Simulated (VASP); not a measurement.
## AlAs: band structure with LDA

Crystal: AlAs.

```xyz
2
Lattice="0.0000 2.8409 2.8409 2.8409 0.0000 2.8409 2.8409 2.8409 0.0000" Properties=species:S:1:pos:R:3 pbc="T T T"
Al    0.0000    0.0000    0.0000
As    1.4204    1.4204    1.4204
```

```json
{
 "Program": "VASP 6.6.1",
 "Task": "band structure",
 "Functional": "LDA",
 "Potentials or basis": "VASP PAW LDA potentials, release 64 (Al, As)",
 "Cutoff": "520 eV",
 "k mesh": "8 × 8 × 8",
 "Occupations": "gaussian, width 0.03 eV",
 "Spin": "no spin polarisation",
 "Further INCAR settings": "ALGO = Normal; EDIFF = 1e-06"
}
```

```yaml
Pressure: -1.7 GPa
Band_gap_on_the_k_mesh: 1.36 eV, indirect (least direct gap 1.80 eV)
Band_gap_along_the_path: 1.36 eV, indirect (least direct gap 1.80 eV)
```

Levels at the corners of the path, in eV from the valence-band top:
```
point  band 1  band 2  band 3  band 4  band 5  band 6  band 7  band 8
    Γ  -11.83    0.00    0.00    0.00    1.80    4.23    4.23    4.23
    X   -9.91   -5.41   -2.15   -2.15    1.36    2.20   10.12   10.12
    X   -9.91   -5.41   -2.15   -2.15    1.36    2.20   10.12   10.12
    W   -9.88   -5.07   -3.16   -2.81    4.24    5.51    5.58    5.95
    W   -9.88   -5.07   -3.16   -2.81    4.24    5.51    5.58    5.95
    K   -9.94   -5.16   -3.39   -1.78    2.15    4.87    8.05    8.13
    K   -9.94   -5.16   -3.39   -1.78    2.15    4.87    8.05    8.13
    Γ  -11.83    0.00    0.00    0.00    1.80    4.23    4.23    4.23
    Γ  -11.83    0.00    0.00    0.00    1.80    4.23    4.23    4.23
    L  -10.44   -5.55   -0.82   -0.82    1.98    4.63    4.63    7.56
    L  -10.44   -5.55   -0.82   -0.82    1.98    4.63    4.63    7.56
    U   -9.94   -5.16   -3.39   -1.78    2.15    4.87    8.05    8.13
    U   -9.94   -5.16   -3.39   -1.78    2.15    4.87    8.05    8.14
    W   -9.88   -5.07   -3.16   -2.81    4.24    5.51    5.58    5.95
    W   -9.88   -5.07   -3.16   -2.81    4.24    5.51    5.58    5.95
    L  -10.44   -5.55   -0.82   -0.82    1.98    4.63    4.63    7.56
    L  -10.44   -5.55   -0.82   -0.82    1.98    4.63    4.63    7.56
    K   -9.94   -5.16   -3.39   -1.78    2.15    4.87    8.05    8.13
    U   -9.94   -5.16   -3.39   -1.78    2.15    4.87    8.05    8.13
    X   -9.91   -5.41   -2.15   -2.15    1.36    2.20   10.12   10.12
```

Run time: 49 s on 1 thread of Intel(R) Xeon(R) Platinum 8259CL CPU @ 2.50GHz (Skylake/Cascade Lake), with other jobs on the host, peak memory 0.17 GiB.
